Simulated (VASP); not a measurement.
Write the native input for VASP 6.6.1 that does the following.

```yaml
Task: relaxation of cell and atoms
Functional: BLYP
Potentials_or_basis: VASP PAW PBE potentials, release 64 (Al, O)
Cutoff: 600 eV
k_mesh: 7 × 7 × 7
Occupations: fermi-dirac, width 0.05 eV
Spin: no spin polarisation
Further_INCAR_settings: ALGO = Normal; EDIFF = 1e-06; IBRION = 2; EDIFFG = -0.01; NSW = 60; ISIF = 3
```

The structure of Al2O3 (Corundum) lies in POSCAR:

```
Al2O3
1.0
    2.3802500000      1.3742379782      4.3318666667
   -2.3802500000      1.3742379782      4.3318666667
    0.0000000000     -2.7484759565      4.3318666667
Al O
4 6
Direct
    0.8521600000      0.8521600000      0.8521600000
    0.6478400000      0.6478400000      0.6478400000
    0.1478400000      0.1478400000      0.1478400000
    0.3521600000      0.3521600000      0.3521600000
    0.0566800000      0.7500000000      0.4433200000
    0.7500000000      0.4433200000      0.0566800000
    0.4433200000      0.0566800000      0.7500000000
    0.9433200000      0.2500000000      0.5566800000
    0.2500000000      0.5566800000      0.9433200000
    0.5566800000      0.9433200000      0.2500000000
```

These files were run (other wordings do the same):

INCAR

```
  PREC = Accurate
  ENCUT = 600
  EDIFF = 1E-6
  ISMEAR = -1
  SIGMA = 0.05
  LREAL = False
  LASPH = True
  NELM = 80
  ALGO = Normal
  ISIF = 3
  LWAVE = False
  LCHARG = False
  GGA = B5
  ALDAX = 1.0
  AGGAX = 1.0
  AGGAC = 1.0
  ALDAC = 0.0
  IBRION = 2
  NSW = 60
  EDIFFG = -0.01
```

KPOINTS

```
regular mesh
0
Gamma
  7 7 7
```

Potentials or basis: VASP PAW PBE potentials, release 64 (Al, O).

Command:

```sh
$ cat potpaw_PBE.64/Al/POTCAR potpaw_PBE.64/O/POTCAR > POTCAR
$ mpirun -np 1 vasp_std > vasp.out
```

It gave:

```
Relaxed volume                         : 8.92 Å³/atom
Relaxed cell                           : a = 5.214 Å, b = 5.214 Å, c = 5.214 Å, α = 55.26°, β = 55.26°, γ = 55.26°
Space group after relaxing (to 0.05 Å) : R-3c (No. 167)
Energy gained by relaxing              : 14.3 meV/atom
Ionic steps                            : 7
Pressure after relaxing                : -0.1 GPa
Largest force after relaxing           : 0.005 eV/Å
Band gap on the k mesh                 : 5.88 eV, direct
```

Caveat: the PAW data sets were made with another functional, which shifts forces and pressure a little; an odd mesh through Γ misses points on the zone boundary, where band edges often lie.

Wall time 6.6 min on 1 thread of Intel(R) Xeon(R) 6975P-C (Granite Rapids) (shared host), peak memory 0.31 GiB.
